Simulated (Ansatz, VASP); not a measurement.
BN in VASP and in Ansatz

INCAR

```
ALGO = Normal ; EDIFF = 1E-7
ENCUT = 520 ; GGA = PE
ISIF = 2 ; ISMEAR = 0
IVDW = 12 ; LASPH = T
LCHARG = F ; LREAL = F
LWAVE = F ; NBANDS = 11
NELM = 60 ; PREC = Accurate
SIGMA = 0.05
```

Contents of KPOINTS:

```
k-points
0
Gamma
  12 12 12
```

The input POSCAR:

```
BN
1.0
    1.2511217832      0.7223354983      3.3729344033
   -1.2511217832      0.7223354983      3.3729344033
    0.0000000000     -1.4446709967      3.3729344033
B N
1 1
Direct
    1.0573753795      0.9708506139      0.9708506139
    0.3327618000      0.3327618000      0.3327618000
```

Input for Ansatz:

```yaml
crystal:
  lattice:
    - [1.2511217832, 0.7223354983, 3.3729344033]
    - [-1.2511217832, 0.7223354983, 3.3729344033]
    - [0.0, -1.4446709967, 3.3729344033]
  atoms:
    - { symbol: B, position: [1.0573753795, 0.9708506139, 0.9708506139] }
    - { symbol: "N", position: [0.3327618, 0.3327618, 0.3327618] }
basis:
  ecutwfc: 420
kpoints:
  mp_grid: { grid: [12, 12, 12] }
hamiltonian:
  xc: pbe
  dispersion: d3bj
scf:
  occupations: { method: gaussian, width: 0.05 }
output:
  forces: true
  stress: true
  eigenvalues: true
```

Change from the starting cell: all B atoms moved -0.125 Å, as atom 1 towards its neighbour atom 2 (N) at 1.445 Å.

Alike in both runs: task single point; functional PBE; dispersion D3(BJ); k mesh 12 × 12 × 12; occupations gaussian, width 0.05 eV; no spin polarisation.

```csv
,VASP,Ansatz
version,VASP 6.6.1,Ansatz 0.2.0
potentials or method,"VASP PAW PBE potentials, release 64 (B, N)","scalar-relativistic, plane waves, PAW"
plane-wave cutoff (eV),520,420
valence electrons in the cell,8,8
```

```csv
,VASP,Ansatz,Ansatz less VASP
gap on the k mesh at the Fermi level (eV),3.70,3.71,+0.006
least direct gap on the mesh (eV),4.64,4.64,+0.003
pressure (GPa),6.0,6.1,+0.03
largest component of the traceless stress (GPa),10.84,10.81,-0.024
rms of the force components (eV/Å),2.432,2.439,+0.0072
```

Atom by atom the forces differ by 0.007 eV/Å (rms over components).

Caveats: forces of over 1 eV/Å show positions far from the minimum, so gaps and moduli don't describe the material at rest. A k mesh can miss the band edges.
